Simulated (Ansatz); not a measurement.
# SnTe: a listed cell, distorted in several ways

How do energy, forces, pressure and gap of SnTe change under random distortions, further strains and shifts, swapped elements, other functionals? Each case is one self-consistent run.

Method: DFT PBE, scalar-relativistic, plane waves, PAW, in Ansatz 0.2.0.

**1. The system as given**

Symmetry: Pm-3m, No. 221, cubic system. Conventional cell: a = 3.905 Å, b = 3.905 Å, c = 3.905 Å, α = 90.00°, β = 90.00°, γ = 90.00°. Around Sn (site symmetry m-3m) lie 8 Te at 3.38 Å. Te (site symmetry m-3m) has 8 Sn at 3.38 Å as nearest neighbours.

As a file:

```cif
data_structure
_symmetry_space_group_name_H-M 'P 1'
_symmetry_Int_Tables_number 1
_cell_length_a 3.9047
_cell_length_b 3.9047
_cell_length_c 3.9047
_cell_angle_alpha 90.000
_cell_angle_beta 90.000
_cell_angle_gamma 90.000
_cell_volume 59.53
loop_
_atom_site_label
_atom_site_type_symbol
_atom_site_fract_x
_atom_site_fract_y
_atom_site_fract_z
_atom_site_occupancy
Sn1 Sn 0.00000 0.00000 0.00000 1
Te1 Te 0.50000 0.50000 0.50000 1
```

The structure comes from the Materials Project (structure only).

**2. One element swapped: Te → O, first probe**

The change: O takes all sites of Te, and lengths are scaled by 0.844 as a first guess of the size; strain xx, yy, zz, yz, xz, xy = +0.2, +0.2, +0.2, +0.0, +0.0, +0.0 %.

input.yaml reads:

```yaml
crystal:
  lattice:
    - [3.3011080063, 0.0, 0.0]
    - [0.0, 3.3011080063, 0.0]
    - [0.0, 0.0, 3.3011080063]
  atoms:
    - { symbol: Sn, position: [0.0, 0.0, 0.0] }
    - { symbol: O, position: [0.5, 0.5, 0.5] }
basis:
  ecutwfc: 420
kpoints:
  mp_grid: { grid: [6, 6, 6] }
hamiltonian:
  xc: pbe
scf:
  occupations: { method: gaussian, width: 0.1 }
output:
  forces: true
  stress: true
  eigenvalues: true
```

Launch:

```console
$ ansatz run input.yaml --threads 1 --pin off --max-ram 1331MiB --backend cpu --events-out ev --progress --plain --runs-dir out
```

**3. One element swapped: Te → O**

Changes to input.yaml since step 2:

```diff
@@ -11,3 +11,3 @@
 kpoints:
-  mp_grid: { grid: [6, 6, 6] }
+  mp_grid: { grid: [8, 8, 8] }
 hamiltonian:
@@ -15,3 +15,3 @@
 scf:
-  occupations: { method: gaussian, width: 0.1 }
+  occupations: { method: gaussian, width: 0.02 }
 output:
```

**4. A change within a subgroup**

input.yaml reads:

```yaml
crystal:
  lattice:
    - [4.044371119, 0.0, 0.0]
    - [0.0, 4.161512119, 0.0]
    - [0.0, 0.0, 4.044371119]
  atoms:
    - { symbol: Sn, position: [0.0, 0.0384152432, 0.0] }
    - { symbol: Te, position: [0.5, 0.4615847568, 0.5] }
basis:
  ecutwfc: 420
kpoints:
  mp_grid: { grid: [10, 10, 10] }
hamiltonian:
  xc: pbe
scf:
  occupations: { method: gaussian, width: 0.1 }
output:
  forces: true
  stress: true
  eigenvalues: true
  populations: true
```

**5. Another functional, on a distorted cell: LDA**

input.yaml reads:

```yaml
crystal:
  lattice:
    - [3.90157624, 0.0, 0.0]
    - [0.0, 3.90157624, 0.0]
    - [0.0, 0.0, 3.90157624]
  atoms:
    - { symbol: Sn, position: [0.0, 0.0, 0.0] }
    - { symbol: Te, position: [0.5, 0.5, 0.5] }
basis:
  ecutwfc: 420
kpoints:
  mp_grid: { grid: [12, 12, 12] }
hamiltonian:
  xc: lda
scf:
  occupations: { method: gaussian, width: 0.1 }
output:
  forces: true
  stress: true
  eigenvalues: true
```

**6. Random moves and strain, cell strained**

input.yaml reads:

```yaml
crystal:
  lattice:
    - [3.879085168, -0.011011254, 0.0195235]
    - [-0.011011254, 3.880568954, -0.001913303]
    - [0.0195235, -0.001913303, 3.88439556]
  atoms:
    - { symbol: Sn, position: [0.0017286859, -0.0141137603, -0.0058237509] }
    - { symbol: Te, position: [0.4982713141, 0.5141137603, 0.5058237509] }
basis:
  ecutwfc: 420
kpoints:
  mp_grid: { grid: [10, 10, 10] }
hamiltonian:
  xc: pbe
scf:
  occupations: { method: gaussian, width: 0.1 }
output:
  forces: true
  stress: true
  eigenvalues: true
  populations: true
```

**7. Random moves and strain, cell strained**

input.yaml reads:

```yaml
crystal:
  lattice:
    - [3.967995187, -0.117141, -0.03475183]
    - [-0.117141, 3.966823777, 0.021710132]
    - [-0.03475183, 0.021710132, 3.847418051]
  atoms:
    - { symbol: Sn, position: [-0.0076984147, -0.0016902707, -0.0131892335] }
    - { symbol: Te, position: [0.5076984147, 0.5016902707, 0.5131892335] }
basis:
  ecutwfc: 420
kpoints:
  mp_grid: { grid: [10, 10, 10] }
hamiltonian:
  xc: pbe
scf:
  occupations: { method: gaussian, width: 0.1 }
output:
  forces: true
  stress: true
  eigenvalues: true
```

**8. A change within a subgroup**

input.yaml reads:

```yaml
crystal:
  lattice:
    - [4.017311548, 0.039047, 0.039047]
    - [0.039047, 3.996343309, 0.037641308]
    - [0.039047, 0.037641308, 3.996343309]
  atoms:
    - { symbol: Sn, position: [-0.0113848527, -0.0259433617, -0.0259433617] }
    - { symbol: Te, position: [0.5113848527, 0.5259433617, 0.5259433617] }
basis:
  ecutwfc: 420
kpoints:
  mp_grid: { grid: [10, 10, 10] }
hamiltonian:
  xc: pbe
scf:
  occupations: { method: gaussian, width: 0.1 }
output:
  forces: true
  stress: true
  eigenvalues: true
  populations: true
```

**9. Another functional, on a distorted cell: PBEsol**

input.yaml reads:

```yaml
crystal:
  lattice:
    - [4.035156027, 0.0, 0.0]
    - [0.0, 4.035156027, 0.0]
    - [0.0, 0.0, 4.035156027]
  atoms:
    - { symbol: Sn, position: [0.0, 0.0, 0.0] }
    - { symbol: Te, position: [0.5, 0.5, 0.5] }
basis:
  ecutwfc: 420
kpoints:
  mp_grid: { grid: [12, 12, 12] }
hamiltonian:
  xc: pbesol
scf:
  occupations: { method: gaussian, width: 0.1 }
output:
  forces: true
  stress: true
  eigenvalues: true
```

**Question.** What will these runs give? Wanted: for each run, case; energy; pressure; largest force.

**Answer**, as computed:

| step | case | energy (meV/atom) | pressure (GPa) | largest force (eV/Å) | gap on the mesh (eV) |
| --- | --- | --- | --- | --- | --- |
| 3 | one element swapped: Te → O | n/a | -10.7 | 0.00 | 0.33 |
| 4 | a change within a subgroup | +0.0 | -3.7 | 0.39 | 0.00 |
| 5 | another functional, on a distorted cell: LDA | n/a | -4.0 | 0.00 | 0.00 |
| 6 | random moves and strain, cell strained | -41.7 | 0.5 | 0.06 | 0.00 |
| 7 | random moves and strain, cell strained | -34.8 | -0.9 | 0.06 | 0.00 |
| 8 | a change within a subgroup | timeout |  |  |  |
| 9 | another functional, on a distorted cell: PBEsol | timeout |  |  |  |

Energies are counted from step 4, with the smearing taken to zero. Other atoms or functionals have another zero of energy (n/a). A gap of 0.00 means none on the mesh at this level.

In words: Among the distorted cells of the listed formula and level the largest force, 0.39 eV/Å, comes in step 4, shared by 2 atoms. The distorted cells of the listed formula and level show no gap on the mesh. These runs have no spin-orbit coupling; with Te it would split and shift bands.

These are semilocal Kohn-Sham gaps, which aren't the measured quantity. Such gaps usually fall short of the measured ones; spin-orbit coupling, left out here, narrows gaps with Te, so the two errors partly cancel.
